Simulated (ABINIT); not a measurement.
# CdSe (Cadmoselite) (P6_3mc) in ABINIT: further runs, part 2 of 2

ABINIT 10.8.3 (patched build). The steps go on from the part before.

**4. Single point, LDA**

Contents of run.abi:

```
# Pseudopotentials
pp_dirpath "./"
pseudos "Cd.upf, Se.upf"

# Structure
acell 3*1.0
rprim
     8.1258223359     0.0000000000     0.0000000000
    -4.0629111679     7.0371685696     0.0000000000
     0.0000000000     0.0000000000    13.2658773949
ntypat 2
znucl 48 34
natom 4
typat 1 1 2 2
xcart
     4.0629111684     2.3457228563     6.6329386974
    -0.0000000004     4.6914457133     0.0000000000
     4.0629111684     2.3457228563    11.7403014945
    -0.0000000004     4.6914457133     5.1073627970

# Plane-wave basis
ecut 47.0

# k points
kptopt 1
ngkpt 5 5 3
nshiftk 1
shiftk 0.0 0.0 0.0

# Exchange and correlation
ixc 7

# Bands and occupations
nband 44
occopt 3
tsmear 0.05 eV

# SCF cycle
nstep 100
tolvrs 1.0e-10

# Output
iomode 3
prtwf 0
prtden 0
prteig 0
prtebands 0
enunit 2
prtvol 2
```

Potentials or basis: PseudoDojo NC SR LDA v0.4.1 standard.

On the command line:

```console
> abinit run.abi > log 2>&1
```

Wall time 9.7 min (1 thread of Intel Xeon at 2.70GHz, shared host); peak memory 0.19 GiB.

The run converged. Its results:

```
Free energy                                           : -16136.6862 eV
Largest force                                         : 0.259 eV/Å
Band gap on the k mesh                                : 0.42 eV, direct
Valence electrons inside the program's atomic spheres : Cd 17.16; Se 13.25
```

Forces in eV/Å, atoms in the order of the input:
```
Cd   0.000  0.000  0.259
Cd   0.000  0.000  0.259
Se   0.000  0.000 -0.259
Se   0.000  0.000 -0.259
```

Levels at points of the mesh, in eV from the valence-band top:
| k point | band 32 | band 33 | band 34 | band 35 | band 36 | band 37 | band 38 | band 39 | band 40 | band 41 |
| --- | --- | --- | --- | --- | --- | --- | --- | --- | --- | --- |
| (0.00, 0.00, 0.00) | -0.73 | -0.73 | -0.02 | 0.00 | 0.00 | 0.42 | 1.90 | 5.75 | 5.75 | 6.00 |

Caveat: the cutoff is too short for stress, so the log's stress isn't used.

**5. Single point, LDA**

run.abi: that of step 4 with these lines changed.

```diff
@@ -21,3 +21,3 @@
 # Plane-wave basis
-ecut 47.0
+ecut 51.0
```

Potentials or basis: PseudoDojo NC SR LDA v0.4.1 standard.

On the command line:

```console
> abinit run.abi > log 2>&1
```

run.abo:

```text
.Version 10.8.3 of ABINIT
 Symmetries : space group P6_3 m c (#186); Bravais hP (primitive hexag.)
================================================================================
 Values of the parameters that define the memory need of the present run
     intxc =       0    ionmov =       0      iscf =       7    lmnmax =       6
     lnmax =       6     mgfft =      90  mpssoang =       3    mqgrid =    4265
     natom =       4  nloc_mem =       1    nspden =       1   nspinor =       1
    nsppol =       1      nsym =      12    n1xccc =    2501    ntypat =       2
    occopt =       3   xclevel =       1
       mpw =       13217          nfft =      262440          nkpt =          10
================================================================================
================================================================================

--------------------------------------------------------------------------------
------------- Echo of variables that govern the present computation ------------
--------------------------------------------------------------------------------
 -outvars: echo values of preprocessed input variables --------
            acell      1.0000000000E+00  1.0000000000E+00  1.0000000000E+00 Bohr
              amu      1.12411000E+02  7.89600000E+01
             ecut      5.10000000E+01 Hartree
           enunit           2
              ixc           7
         kptrlatt        5    0    0      0    5    0      0    0    3
          kptrlen      3.97976322E+01
            natom           4
[... 486 lines left out ...]
total_energy        : -5.93012749446913E+02
total_energy_eV     : -1.61366989739911E+04
band_energy         : -7.53859090810410E+01
...

 Cartesian components of stress tensor (hartree/bohr^3)
  sigma(1 1)=  4.09620024E-05  sigma(3 2)=  0.00000000E+00
  sigma(2 2)=  4.09620022E-05  sigma(3 1)=  0.00000000E+00
  sigma(3 3)=  9.74765129E-05  sigma(2 1)= -9.22967326E-14

-Cartesian components of stress tensor (GPa)         [Pressure= -1.7594E+00 GPa]
- sigma(1 1)=  1.20514372E+00  sigma(3 2)=  0.00000000E+00
- sigma(2 2)=  1.20514371E+00  sigma(3 1)=  0.00000000E+00
- sigma(3 3)=  2.86785802E+00  sigma(2 1)= -2.71546362E-09

== END DATASET(S) ==============================================================
================================================================================

 -outvars: echo values of variables after computation  --------
            acell      1.0000000000E+00  1.0000000000E+00  1.0000000000E+00 Bohr
           etotal     -5.9301274945E+02
            fcart     -6.6273790192E-28 -6.8873743093E-28  5.0327074879E-03
                       9.2783306269E-28  2.2957914364E-28  5.0327074879E-03
                      -1.3254758038E-28  2.2957914365E-28 -5.0327074879E-03
                      -1.3254758038E-28  2.2957914365E-28 -5.0327074879E-03
            rprim      8.1258223359E+00  0.0000000000E+00  0.0000000000E+00
                      -4.0629111679E+00  7.0371685696E+00  0.0000000000E+00
                       0.0000000000E+00  0.0000000000E+00  1.3265877395E+01
           strten      4.0962002425E-05  4.0962002161E-05  9.7476512931E-05
                       0.0000000000E+00  0.0000000000E+00 -9.2296732597E-14
           xangst      2.1499999986E+00  1.2413030779E+00  3.5099999976E+00
                       1.7639639641E-11  2.4826061559E+00  0.0000000000E+00
                       2.1499999986E+00  1.2413030779E+00  6.2126999958E+00
                       1.7639639641E-11  2.4826061559E+00  2.7026999982E+00
             xred      6.6666666667E-01  3.3333333333E-01  5.0000000000E-01
                       3.3333333333E-01  6.6666666667E-01  0.0000000000E+00
                       6.6666666667E-01  3.3333333333E-01  8.8500000000E-01
                       3.3333333333E-01  6.6666666667E-01  3.8500000000E-01
 Calculation completed.
```

It took 6.1 min on 1 thread of Arm Neoverse V1, shared host; peak memory 0.2 GiB.

Results:

```
Free energy                                           : -16136.6990 eV
Largest force                                         : 0.259 eV/Å
Band gap on the k mesh                                : 0.42 eV, direct
Valence electrons inside the program's atomic spheres : Cd 17.16; Se 13.25
```

Forces on the atoms (eV/Å):
```
Cd   0.000  0.000  0.259
Cd   0.000  0.000  0.259
Se   0.000  0.000 -0.259
Se   0.000  0.000 -0.259
```

Levels at points of the mesh, in eV from the valence-band top:
```tsv
k point	band 32	band 33	band 34	band 35	band 36	band 37	band 38	band 39	band 40	band 41
(0.00, 0.00, 0.00)	-0.73	-0.73	-0.02	0.00	0.00	0.42	1.90	5.75	5.75	6.00
```

Caveat: the cutoff is too short for stress, so the log's stress isn't used.

**6. Single point, PBE**

Contents of run.abi:

```
# Pseudopotentials
pp_dirpath "./"
pseudos "Cd.upf, Se.upf"

# Structure
acell 4.3 4.3 7.02 Angstrom
rprim
     1.0000000000     0.0000000000     0.0000000000
    -0.5000000000     0.8660254038     0.0000000000
     0.0000000000     0.0000000000     1.0000000000
ntypat 2
znucl 48 34
natom 4
typat 1 1 2 2
xred
     0.6666666667     0.3333333333     0.5000000000
     0.3333333333     0.6666666667     0.0000000000
     0.6666666667     0.3333333333     0.8850000000
     0.3333333333     0.6666666667     0.3850000000

# Plane-wave basis
ecut 39.0

# k points
kptopt 1
ngkpt 5 5 3
nshiftk 1
shiftk 0.0 0.0 0.0

# Exchange and correlation
ixc 11

# Bands and occupations
nband 44
occopt 3
tsmear 0.00183747

# SCF cycle
nstep 100
tolvrs 1.0e-10

# Output
iomode 3
prtwf 0
prtden 0
prteig 0
prtebands 0
```

Potentials or basis: Ansatz NC PBE.

On the command line:

```console
> abinit run.abi > log 2>&1
```

Run time: 2.9 min. Hardware: 1 thread of Arm Neoverse V2, shared host; peak memory 0.17 GiB.

Results (log left out):

```
Free energy                                           : -16134.8384 eV
Pressure                                              : 2.8 GPa
Largest force                                         : 0.287 eV/Å
Band gap on the k mesh                                : 0.70 eV, direct
Valence electrons inside the program's atomic spheres : Cd 17.17; Se 13.25
```

Forces on the atoms (eV/Å):
```
Cd   0.000  0.000  0.287
Cd   0.000  0.000  0.287
Se   0.000  0.000 -0.287
Se   0.000  0.000 -0.287
```

Stress tensor (GPa, compression positive):
```
3.47 0.00 0.00
0.00 3.47 0.00
0.00 0.00 1.37
```

Levels at points of the mesh, in eV from the valence-band top:
| k point | band 33 | band 34 | band 35 | band 36 | band 37 | band 38 | band 39 | band 40 |
| --- | --- | --- | --- | --- | --- | --- | --- | --- |
| (0.00, 0.00, 0.00) | -0.72 | -0.01 | 0.00 | 0.00 | 0.70 | 2.12 | 5.89 | 5.89 |

**7. The runs side by side**

```tsv
level	potentials or basis	cutoff (eV)	gap on the mesh (eV)	largest force (eV/Å)
LDA	PseudoDojo NC SR LDA v0.4.1 standard	1279	0.42	0.26
PBE	PseudoDojo NC SR PBE v0.4.1 standard	1279	0.70	0.29
LDA	PseudoDojo NC SR LDA v0.4.1 standard	1388	0.42	0.26
PBE	Ansatz NC PBE	1061	0.70	0.29
```

Alike in all rows: task single point; no spin polarisation; cell as given; k mesh 5 × 5 × 3; smearing fermi-dirac 0.05 eV.

Absolute energies hang on the potentials; compare differences alone.

**8. Against experiment**

Step 2. Measured gap of CdSe: 1.841 eV (2 K; a printed reference work, data compilation). This calculation gives 0.42 eV (-1.42 eV). So large a miss can be the level of theory's own, or it may mean another phase, state or a wrong row. Spin-orbit coupling on Cd, Se is left out. The value is that of LDA, without temperature or zero-point motion. Semilocal functionals fall short of measured gaps as a rule.

Step 3. Measured gap of CdSe: 1.841 eV (2 K; a printed reference work, data compilation). This calculation gives 0.70 eV (-1.14 eV). So large a miss can be the level of theory's own, or it may mean another phase, state or a wrong row. Spin-orbit coupling on Cd, Se is left out. The value is that of PBE, without temperature or zero-point motion. Semilocal functionals fall short of measured gaps as a rule.

Step 4. Against the measured gap of CdSe, 1.841 eV (2 K; a printed reference work, data compilation), the calculated 0.42 eV is off by -1.42 eV. So large a miss can be the level of theory's own, or it may mean another phase, state or a wrong row. Spin-orbit coupling on Cd, Se is left out. The value is that of LDA, without temperature or zero-point motion. Semilocal functionals fall short of measured gaps as a rule.

Step 5. Measured gap of CdSe: 1.841 eV (2 K; a printed reference work, data compilation). This calculation gives 0.42 eV (-1.42 eV). So large a miss can be the level of theory's own, or it may mean another phase, state or a wrong row. Spin-orbit coupling on Cd, Se is left out. The value is that of LDA, without temperature or zero-point motion. Semilocal functionals fall short of measured gaps as a rule.

Step 6. A measured gap of CdSe is 1.841 eV (2 K; a printed reference work, data compilation); the calculated 0.70 eV misses it by -1.14 eV. So large a miss can be the level of theory's own, or it may mean another phase, state or a wrong row. Spin-orbit coupling on Cd, Se is left out. The value is that of PBE, without temperature or zero-point motion. Semilocal functionals fall short of measured gaps as a rule.
